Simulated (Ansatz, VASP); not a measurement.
**Cd: VASP beside Ansatz**

The input INCAR:

```
SYSTEM = Cd
  PREC = Accurate
  ENCUT = 520
  EDIFF = 1E-6
  ISMEAR = -1
  SIGMA = 0.08
  LREAL = .False.
  LASPH = .True.
  NELM = 100
  ALGO = Normal
  ISIF = 2
  LWAVE = .False.
  LCHARG = .True.
  GGA = PE
  LELF = .True.
  LVHAR = .True.
  NBANDS = 12
```

Contents of KPOINTS:

```
regular mesh
0
Gamma
  14 14 14
  0 0 0
```

The input POSCAR:

```
Cd
1.0
    0.0000000000      2.0710497390      2.0710497390
    2.0710497390      0.0000000000      2.0710497390
    2.0710497390      2.0710497390      0.0000000000
Cd
1
Direct
    0.0000000000      0.0000000000      0.0000000000
```

Input for Ansatz:

```yaml
crystal:
  lattice:
    - [0.0, 2.071049739, 2.071049739]
    - [2.071049739, 0.0, 2.071049739]
    - [2.071049739, 2.071049739, 0.0]
  atoms:
    - { symbol: Cd, position: [0.0, 0.0, 0.0] }
kpoints:
  mp_grid: { grid: [14, 14, 14] }
scf:
  occupations: { method: fermi_dirac, width: 0.08 }
hamiltonian:
  xc: pbe
  pseudopotentials: { kind: paw }
output:
  forces: true
  stress: true
  eigenvalues: true
  populations: true
```

Change from the starting cell: volume scaled by 0.78, PAW files.

Alike in both runs: task single point; functional PBE; k mesh 14 × 14 × 14; occupations fermi-dirac, width 0.08 eV; no spin polarisation.

|  | VASP | Ansatz |
| --- | --- | --- |
| version | VASP 6.6.1 | Ansatz 0.2.0 |
| potentials or method | VASP PAW PBE potentials, release 64 (Cd) | PAW with Ansatz's default frozen-core files, scalar-relativistic |
| plane-wave cutoff (eV) | 520 | 420 |
| valence electrons in the cell | 12 | 20 |

Ansatz gave:

| Item | Value |
| --- | --- |
| pressure (GPa) | 22.0 |

Task: Which values does VASP return?

Result: Pressure (GPa): 22.8.

With one functional, cell and mesh, what is left measures potentials, basis and numerics. The two sets of potentials don't hold the same shells in valence.

Caveats: so large a pressure means that the cell lies far from this level's equilibrium, or that cutoff or potentials fall short (VASP).
